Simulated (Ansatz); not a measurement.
Computed with DFT, PBE, plane waves (420 eV) with PAW, scalar-relativistic (Ansatz 0.2.0).

An element in the simple cubic structure gives this curve. The cell is scaled uniformly from the relaxed one, with fractional coordinates and shape fixed. Energies are extrapolated to zero smearing, pressures are those at the given smearing. Magnetic state: spin not included.

```
V (Å³/atom)  E − E₀ (meV/atom)  P (GPa)
     17.745               52.8     7.98
     18.552               21.5     4.67
     19.358                4.9     2.07
     20.165               -0.1    -0.02
     20.972                4.6    -1.69
     21.778               16.9    -2.99
     22.585               34.9    -3.95
```

Task: Which element is it?
A. titanium
B. zinc
C. platinum
D. gallium

Result: D. Its fit is V₀ = 20.15 Å³/atom, B₀ = 47 GPa, B₀′ = 4.5.
